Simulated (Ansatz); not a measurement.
**CdF$_{2}$: levels along high-symmetry lines**

```
CELL_PARAMETERS angstrom
3.55338 0.00000 0.00000
-1.77669 3.07731 0.00000
0.00000 0.00000 4.96595
ATOMIC_POSITIONS crystal
Cd 0.00000 0.00000 0.00000
F 0.33333 0.66667 0.20034
F 0.66667 0.33333 0.79966
```

Atoms are numbered in the order listed.

The cell was built from the CdI2 type and relaxed in the same program, and has space group P-3m1; it needn't be a known or the stable phase.

These are results of Ansatz 0.2.0, DFT, PBE, all-electron LAPW, scalar-relativistic, not measurements.

Numerical set-up: a Γ-centred 13×13×7 k mesh, Fermi–Dirac smearing of 0.05 eV, basis error target 0.5 meV/atom, no spin polarisation.

Points in fractions of the reciprocal vectors of this cell: Γ (0, 0, 0), M (0.5, 0, 0), K (0.333, 0.333, 0), A (0, 0, 0.5), L (0.5, 0, 0.5), H (0.333, 0.333, 0.5). The path joins them by straight lines in the order Γ–M–K–Γ–A–L–H–A–L; legs that retrace an earlier one aren't tabulated. Energies are in eV from the top of the valence band.

(1) Metal or insulator at this level of theory?

(2) Tabulate bands 18 to 25, counted from the lowest band of the run, along the path.

## Answers

(1) An insulator or semiconductor: gap 3.43 eV, indirect from M (0.5, 0, 0) to Γ (the direct gap is only 0.03 eV larger).

(2) 
```
k (1/Å)  point  band 18  band 19  band 20  band 21  band 22  band 23  band 24  band 25
   0.00      Γ    -1.15    -1.15    -0.60    -0.03    -0.03     3.43     8.86    11.81
   0.26           -1.21    -1.20    -0.58    -0.20    -0.05     3.90     9.23    11.83
   0.51           -1.44    -1.43    -0.74    -0.38    -0.06     5.04    10.15    11.40
   0.77           -1.91    -1.74    -1.02    -0.32    -0.02     6.39     9.97    11.35
   1.02      M    -2.20    -1.91    -1.11    -0.29     0.00     7.26     9.11    12.02
   1.17           -2.15    -1.85    -1.12    -0.30    -0.06     7.31     9.24    12.06
   1.32           -2.00    -1.75    -1.16    -0.32    -0.21     7.43     9.62    12.17
   1.46           -1.81    -1.69    -1.28    -0.34    -0.32     7.58    10.17    11.62
   1.61      K    -1.68    -1.68    -1.40    -0.35    -0.35     7.66    10.83    10.83
   1.91           -1.83    -1.67    -1.08    -0.32    -0.31     7.01    10.30    11.81
   2.20           -1.56    -1.45    -0.75    -0.33    -0.22     5.47    10.52    11.19
   2.49           -1.23    -1.22    -0.57    -0.23    -0.08     4.05     9.34    11.82
   2.79      Γ    -1.15    -1.15    -0.60    -0.03    -0.03     3.43     8.86    11.81
   2.95           -1.15    -1.15    -0.66    -0.02    -0.02     3.56     8.53    12.23
   3.11           -1.16    -1.16    -0.81    -0.01    -0.01     3.88     7.85    13.13
   3.26           -1.17    -1.17    -0.96     0.00     0.00     4.26     7.22    14.09
   3.42      A    -1.17    -1.17    -1.03     0.00     0.00     4.45     6.95    14.57
   3.68           -1.22    -1.08    -0.93    -0.21    -0.04     4.81     7.25    13.95
   3.93           -1.41    -1.37    -0.75    -0.51    -0.08     5.73     8.00    12.23
   4.19           -2.00    -1.70    -0.84    -0.40    -0.07     6.83     8.88    10.85
   4.44      L    -2.38    -1.85    -0.91    -0.32    -0.05     7.45     9.25    10.37
   4.59           -2.32    -1.83    -0.97    -0.31    -0.07     7.51     9.36    10.43
   4.74           -2.16    -1.80    -1.13    -0.27    -0.12     7.65     9.66    10.60
   4.88           -1.95    -1.79    -1.36    -0.23    -0.16     7.81     9.98    10.96
   5.03      H    -1.81    -1.81    -1.53    -0.19    -0.19     7.90    10.11    11.53
   5.33           -1.91    -1.72    -1.17    -0.31    -0.14     7.36     9.49    11.03
   5.62           -1.58    -1.33    -0.79    -0.55    -0.10     6.09     8.31    11.97
   5.92           -1.25    -1.07    -0.91    -0.27    -0.05     4.93     7.34    13.72
   6.21      A    -1.17    -1.17    -1.03     0.00     0.00     4.45     6.95    14.57
```
